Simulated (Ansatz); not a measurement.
Here is an unrelaxed guess for Al.

Space group Pmmn:1 (No. 59). a = 3.338 Å, b = 4.650 Å, c = 2.478 Å, α = 90.00°, β = 90.00°, γ = 90.00°
```
atom  site  symmetry       x       y       z
  Al    2b       mm2  0.5000  0.0000  0.0192
```

All numbers below come from Ansatz, DFT PBE, scalar-relativistic, plane waves, PAW. Plane waves to 420 eV, a k mesh through Γ of 6×4×8 on the computed 2-atom cell and Gaussian smearing (0.10 eV); no spin polarisation.

Energies count from the standard state of Al at the same level.

Question: Estimate its pressure, forces and energy as it stands.

Answer: The pressure is 4.0 GPa (the mean over three directions, positive in compression), the largest force is 0.09 eV/Å, and the energy is +0.45 eV/atom against the standard state. The shortest distance is 2.48 Å.

Question: Is it a good guess?

Answer: A rough one: relaxing gains about 0.45 eV/atom (the start's value is from the coarse mesh, so the gain is rough) in 20 ionic steps and ends at 0.00 eV/atom on the finer mesh. The symmetry goes from Pmmn (No. 59) to Fm-3m (No. 225), and the primitive cell from 2 to 1 atom. The end has the fcc type. The volume per atom shrinks by 14.2 %, from 19.2 to 16.5 Å³. The shortest distance goes from 2.48 Å (Al–Al) to 2.86 Å (Al–Al). Conventional cell: a = 4.040 Å. Al is surrounded by 12 Al at 2.86 Å.

The last run used a 28×28×28 mesh for its 1-atom cell and Gaussian smearing of 0.10 eV. For metals, differences of a few meV/atom aren't resolved. The relaxation can't lower the symmetry of the start, and the grade says only how near the guess is to its own end. A later test with randomly moved atoms came back to the same energy, though modes that don't fit the test's cell weren't probed.
